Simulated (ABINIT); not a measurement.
The system is La2O3.

```
CELL_PARAMETERS angstrom
3.93078 0.00000 0.00000
-1.96539 3.40415 0.00000
0.00000 0.00000 6.11195
ATOMIC_POSITIONS crystal
La 0.33333 0.66667 0.24624
La 0.66667 0.33333 0.75376
O 0.00000 0.00000 0.00000
O 0.33333 0.66667 0.64589
O 0.66667 0.33333 0.35411
```

The cell is a database's computed one.

| Property | Result |
| --- | --- |
| Program | ABINIT 10.8.3 (patched build) |
| Task | relaxation of cell and atoms |
| Functional | LDA |
| Potentials or basis | JTH PAW LDA v2.0 |
| Cutoff | 626 eV |
| k mesh | 6 × 6 × 4 |
| Occupations | fermi-dirac, width 0.05 eV |
| Spin | no spin polarisation |

At the start: pressure -5.3 GPa; volume 16.36 Å³/atom.

Problem. How do energy, volume and symmetry change on relaxing?

Solution. Over 13 steps the energy falls by 11.6 meV/atom and the volume is 15.66 Å³/atom (-4.3 %); space group P-3m1 (No. 164, to 0.05 Å).

The path:
```tsv
step	energy change (eV)	largest force (eV/Å)	pressure (GPa)	volume (Å³)
1	0.0000	0.1001	-5.33	81.78
2	-0.0352	0.0514	-3.11	80.46
3	-0.0528	0.2133	0.11	78.67
4	-0.0540	0.1698	0.06	78.64
5	-0.0568	0.0433	0.01	78.40
6	-0.0569	0.0457	-0.01	78.40
7	-0.0576	0.0442	-0.04	78.33
8	-0.0576	0.0362	-0.02	78.33
9	-0.0577	0.0269	0.01	78.31
10	-0.0578	0.0274	0.02	78.30
11	-0.0578	0.0139	0.02	78.29
12	-0.0578	0.0030	0.01	78.29
13	-0.0578	0.0002	0.00	78.29
```

Final structure:
```xyz
5
Lattice="3.8933 0.0000 0.0000 -1.9466 3.3717 0.0000 0.0000 0.0000 5.9641" Properties=species:S:1:pos:R:3 pbc="T T T"
La    0.0000    2.2478    1.4541
La    1.9466    1.1239    4.5100
O     0.0000    0.0000    0.0000
O     0.0000    2.2478    3.8569
O     1.9466    1.1239    2.1073
```
